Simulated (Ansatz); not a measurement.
Space group Fm-3m (No. 225). a = 3.630 Å, b = 3.630 Å, c = 3.630 Å, α = 90.00°, β = 90.00°, γ = 90.00°
```csv
atom,site,symmetry,x,y,z
Cu,4b,m-3m,0.5000,0.0000,0.0000
```

Equation of state of this Cu structure (not necessarily the ground state), with shape and atoms relaxed at each volume where symmetry leaves them free. It has no gap at any of these volumes. Method: Ansatz 0.2.0, DFT PBE, scalar-relativistic, plane waves, PAW.

Settings: cutoff 420 eV, Γ-centred mesh 26×26×26 on the computed 1-atom cell, Gaussian smearing of 0.10 eV; no spin polarisation.

| V (Å³/atom) | E − E(largest V) (meV/atom) | P (GPa) |
| --- | --- | --- |
| 10.520 | 54.55 | 24.81 |
| 10.879 | 8.25 | 16.84 |
| 11.238 | -21.76 | 10.19 |
| 11.596 | -38.17 | 4.64 |
| 11.955 | -43.24 | 0.01 |
| 12.313 | -38.83 | -3.86 |
| 12.672 | -26.51 | -7.08 |
| 13.150 | 0.00 | -10.56 |

Fit a third-order Birch–Murnaghan equation, E = E0 + (9V0B0/16)·[(x − 1)³B0' + (x − 1)²(6 − 4x)] with x = (V0/V)^(2/3), to E(V).

V0 = 11.96 Å³/atom, B0 = 141 GPa, B0' = 5.0.

The cell was reached from a generator's guess, though it ends in a space group that the Crystallography Open Database lists for this formula.
